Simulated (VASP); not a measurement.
A run of VASP 6.6.1:

The input INCAR:

```
ALGO = Normal
EDIFF = 1E-7
EDIFFG = -0.005
ENCUT = 600
GGA = PE
IBRION = 2
ISIF = 3
ISMEAR = 0
LASPH = T
LCHARG = F
LREAL = F
LWAVE = F
NELM = 80
NSW = 90
PREC = Accurate
SIGMA = 0.03
```

KPOINTS

```
k-points
0
Gamma
  12 12 6
```

The input POSCAR:

```
Si                                      
1.0
    2.6968056855     -0.0000000000      0.0000000000
   -1.3484028428      2.3355022327     -0.0000000000
    0.0000000000     -0.0000000000      4.5349564786
  Si            
     2
Direct
     0.3333333300000021    0.6666666699999979    0.2500000000000000
     0.6666666699999979    0.3333333300000021    0.7500000000000000
```

Potentials or basis: VASP PAW PBE potentials, release 64 (Si).

Run with:

```console
$ cat potpaw_PBE.64/Si/POTCAR > POTCAR
$ mpirun -np 1 vasp_std > vasp.out
```

Hardware: 1 thread of Intel(R) Xeon(R) 6975P-C (Granite Rapids), with other jobs on the host.

Problem. Estimate the wall time of this run.

Solution. It took 7.3 s on 1 thread of Intel(R) Xeon(R) 6975P-C (Granite Rapids), on a shared host, peak memory 0.14 GiB. Counts: scf iterations 11, k points 76, ion steps 1.
